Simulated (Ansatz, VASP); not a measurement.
Br in VASP and in Ansatz

The input INCAR:

```
SYSTEM = Br
  ALGO = Normal
  EDIFF = 1E-7
  ENCUT = 520
  GGA = PE
  ISIF = 2
  ISMEAR = -1
  LASPH = .TRUE.
  LCHARG = .FALSE.
  LREAL = .FALSE.
  LWAVE = .FALSE.
  NBANDS = 10
  NELM = 60
  PREC = Accurate
  SIGMA = 0.05
```

File KPOINTS:

```
k-points
0
G
  14 14 14
  0 0 0
```

POSCAR

```
Br
1.0
    0.0000000000      2.3622023363      2.3622023363
    2.3622023363      0.0000000000      2.3622023363
    2.3622023363      2.3622023363      0.0000000000
Br
1
Direct
    0.0000000000      0.0000000000      0.0000000000
```

Input for Ansatz:

```yaml
crystal:
  lattice:
    - [0.0, 2.3622023363, 2.3622023363]
    - [2.3622023363, 0.0, 2.3622023363]
    - [2.3622023363, 2.3622023363, 0.0]
  atoms:
    - { symbol: Br, position: [0.0, 0.0, 0.0] }
kpoints:
  mp_grid: { grid: [14, 14, 14] }
  band_path:
    path:
      - [0.0, 0.0, 0.0]
      - [0.5, 0.0, 0.5]
      - [0.625, 0.25, 0.625]
      - [0.375, 0.375, 0.75]
      - [0.0, 0.0, 0.0]
      - [0.5, 0.5, 0.5]
      - [0.5, 0.25, 0.75]
      - [0.5, 0.0, 0.5]
    npoints: 8
scf:
  occupations: { method: fermi_dirac, width: 0.05 }
hamiltonian:
  xc: pbe
  pseudopotentials: { kind: paw }
output:
  forces: true
  stress: true
  eigenvalues: true
  populations: true
  dos: { projected: true, de: 0.2, e_range: [-14, 8] }
```

Change from the starting cell: volume scaled by 1, PAW files.

Alike in both runs: task single point; functional PBE; k mesh 14 × 14 × 14; occupations fermi-dirac, width 0.05 eV; no spin polarisation.

|  | VASP | Ansatz |
| --- | --- | --- |
| version | VASP 6.6.1 | Ansatz 0.2.0 |
| potentials or method | VASP PAW PBE potentials, release 64 (Br) | PAW with Ansatz's default frozen-core files, scalar-relativistic |
| plane-wave cutoff (eV) | 520 | 420 |
| valence electrons in the cell | 7 | 7 |

```csv
,VASP,Ansatz,Ansatz less VASP
pressure (GPa),0.0,0.0,-0.01
```

Caveats: an odd number of electrons without spin polarisation forces a metal; a magnetic or distorted state may lie lower.
